**Q:** I have tantalum nitride in the rocksalt structure, and a calculation in which the nitrogen atoms are pushed along a cube axis while the tantalum atoms stay put. One point, at 0.0875 Å, has no results yet. Can you tell me its force, energy and pressure before I see them?

**A:** I can try, using the other eight points.

Rocksalt TaN (two-atom cell, a = 4.358 Å, not relaxed) with the N sublattice moved along (0, 0, −1) and all else fixed, computed with Ansatz 0.2.0 (plane-wave PAW, PBE, scalar-relativistic, no spin polarisation). Cutoff 420 eV, 18×18×18 k mesh, Gaussian smearing 0.15 eV. Free energies are relative to the undisturbed cell; pressure is positive in compression.

```tsv
displacement (Å)	energy change (eV a cell)	force along direction (eV/Å summed over the moved atoms)	pressure (GPa)
-0.1	0.047	0.979	16.38
-0.05	0.011	0.460	15.02
0	0.000	0.000	14.56
0.0125	0.001	-0.113	14.59
0.025	0.003	-0.227	14.68
0.0375	0.006	-0.342	14.82
0.0625	0.018	-0.583	15.27
0.075	0.026	-0.709	15.58
0.0875	?	?	?
```

All nitrogen atoms move together, so this is one sublattice sliding rigidly against the other. It is not a single atom shifting in a fixed crystal. The undisturbed crystal has space group Fm-3m. Once the nitrogen has moved, the arrangement of atoms is polar and tetragonal, although the cell keeps its cubic shape. A negative force at positive displacement pulls the nitrogen back, and every displaced row with a result shows such a pull.

**Q:** The largest positive displacement with results is 0.075 Å. Aren't you reaching beyond your data?

**A:** Symmetry saves me from that. In the undisturbed crystal each tantalum atom is a centre of inversion, and inversion turns a crystal with nitrogen shifted up into one with nitrogen shifted down. The two must have the same energy and pressure, and opposite forces. The row at −0.1 Å therefore also tells me what happens at +0.1 Å, and the missing point lies between known ones.

Inversion also fixes the shape of the curves. With $x$ for the displacement, the energy change $E$ and the pressure $P$ can contain only even powers of $x$, and the force $F$ only odd ones. The lowest terms are

$$F=-kx-qx^3,\qquad E=\tfrac12kx^2+\tfrac14qx^4,\qquad P=P_0+bx^2 .$$

Here $k$ is the spring constant for small shifts, $q$ measures how the spring hardens, $P_0$ is the pressure at the centre and $b$ sets its rise. The energy needs no constants of its own, because it is the force added up along the path.

**Q:** Why should the spring harden at all?

**A:** Picture a ball squeezed between two foam pads. Push it to one side, and the pad in front becomes stiffer while the one behind becomes softer. If foam stiffens ever more steeply as it is squeezed, the front pad gains more than the rear one loses, and the pair is stiffer than before.

Nitrogen sits in the same way between two tantalum atoms on the axis of motion. A shift of 0.1 Å shortens one bond from 2.18 to 2.08 Å and stretches the other to 2.28 Å. The repulsion between atoms climbs steeply at short distance, so I expect the short bond to win. The table agrees with the outcome: force divided by displacement grows from 9.04 eV/Å² at 0.0125 Å to 9.79 eV/Å² at −0.1 Å.

The picture has its limits. Four more bonds lie sideways, and the electrons rearrange as the atoms move, which can weaken the restoring force. The table gives only the total, so the foam offers a plausible reason for the direction of the trend and says nothing about the size of $k$.

**Q:** Then give me numbers.

**A:** I fitted the force law to the eight known rows, which gives $k=9.018$ eV/Å² and $q=77.23$ eV/Å⁴. The missing row had no part in the fit. At 0.0875 Å,

$$F=-(9.018\times0.0875)-(77.23\times0.0875^3)=-0.789-0.052=-0.841\ \text{eV/Å}.$$

The hardening supplies about 6 % of this force.

The same two constants give the energy, and a separate fit of the pressure to the same rows gives the last value. My forecasts are:

- force: −0.841 ± 0.003 eV/Å
- energy change: 0.036 ± 0.001 eV a cell
- pressure: 15.95 ± 0.03 GPa

The ranges are a judgement. They cover the rounding of the table and the scatter of the fits, with room for the next power of $x$, which I left out.

**Q:** Would an ordinary spring, with one constant, not do as well?

**A:** Fitted to the same rows, it gives −0.833 eV/Å. That lies outside my range. The known rows already speak against it, since it misses the force at −0.1 Å by 0.028 eV/Å, and the missing row adds a test at a point neither fit has seen.

The withheld rows as computed:

```tsv
displacement (Å)	energy change (eV a cell)	force along direction (eV/Å summed over the moved atoms)	pressure (GPa)
0.0875	0.036	-0.841	15.95
```

**Q:** So all three values fall inside your ranges. How much does that prove?

**A:** It shows that the fitted laws hold at a point they had not seen. The force agrees to the last printed digit, while the ordinary spring falls short by about 1 % of the computed force. A single constant has to compromise: it is too stiff near the centre and too soft far out, where this point lies.

The pressure also agrees as printed, and the energy differs from the unrounded forecast by less than its rounding. With known points on both sides, my ranges were wider than they had to be. The energy is hardly a separate success, since it follows from the force. Nor does the agreement prove the foam picture, because any smooth, symmetric energy curve has this form close to its centre. The printed output below gives the fits in full.

**Q:** Why does the pressure rise when the cell keeps its size?

**A:** In the bond picture, the shortened bond pushes outwards more strongly, and the stretched one gives up less push than that. The computed stresses fit this picture. With the nitrogen at −0.1 Å, the stress along the axis of motion has risen from 14.56 to 20.01 GPa, while the sideways stress has changed by less than 0.01 GPa. The pressure in the table is the average over the three directions. The rise also reveals something about the spring, and this needs no picture. Pressure is the rate at which energy rises as the volume $V$ shrinks, with the atoms keeping their relative positions in the cell, so that $x$ scales with the cell edge. Applied to $\tfrac12kx^2$, this gives

$$b=-\frac12\left(\frac{dk}{dV}+\frac{2k}{3V}\right).$$

Since $b$ is positive, $k$ must grow when the crystal is compressed. The fitted values put the growth at about 6 % for each 1 % of volume lost. One scan at a single volume thus indicates how the spring responds to compression, although a second scan at another volume would be needed to test that figure.

**Q:** Can I compare this spring with a vibration measured on my film?

**A:** Only with care, because by the measure of PBE this cell is squeezed. Its pressure is already 14.56 GPa with the nitrogen at the centre. The force is zero there because of symmetry, and that does not mean the cell has found its preferred size. In the harmonic limit, $k$ corresponds to a vibration quantum of about 54 meV. By the argument above, a cell relaxed with the same functional should give a lower value.

The scan also follows just one vibration, in which every cell moves in step. Symmetry forbids it in first-order Raman scattering from a perfect rocksalt crystal, so a first-order Raman band from your film would need defects and need not lie at this energy. A restoring force here does not show that rocksalt TaN is stable, since neighbouring cells could still lower the energy by moving in different ways. Testing that takes larger cells or a full phonon calculation.

Numerical output:

```
fit of force_along_direction on 8 rows: coefficient of displacement -9.018 +/- 0.0051, coefficient of x3 -77.23 +/- 0.71; rms 0.000311, worst -0.05 0.000571, leave-one-out rms 0.000469
  rows outside the fit (model, value, miss): 0.0875 -0.8408, -0.841, 0.000159
fit of force_along_direction on 8 rows: coefficient of displacement -9.514 +/- 0.095; rms 0.0139, worst -0.1 -0.0276, leave-one-out rms 0.0198
  rows outside the fit (model, value, miss): 0.0875 -0.8325, -0.841, 0.0085
fit of pressure on 8 rows: constant 14.56 +/- 0.0015, coefficient of x2 181.5 +/- 0.35; rms 0.00275, worst 0.075 0.00403, leave-one-out rms 0.004
  rows outside the fit (model, value, miss): 0.0875 15.95, 15.95, 0.00275
force constant k at small displacement (eV/Å²): 9.018
force over displacement at 0.0125 Å (eV/Å²): 9.04
force over displacement at -0.1 Å (eV/Å²): 9.79
rise of force over displacement from the small limit to 0.1 Å (%): 8.557
cubic part of the forecast force at 0.0875 Å (eV/Å): -0.05174
error bar of the force forecast, plus or minus (eV/Å): 0.003
energy forecast at 0.0875 Å (eV a cell): 0.03566
error bar of the energy forecast, plus or minus (eV a cell): 0.001
computed energy at 0.0875 Å (eV a cell): 0.036
energy forecast less computed value (eV a cell): -0.0003449
largest energy miss on the known rows (eV a cell): 0.0003936
error bar of the pressure forecast, plus or minus (GPa): 0.03
rise of k for 1 % less volume (%): 5.868
harmonic quantum of the zone-centre optical mode (meV): 53.86
```
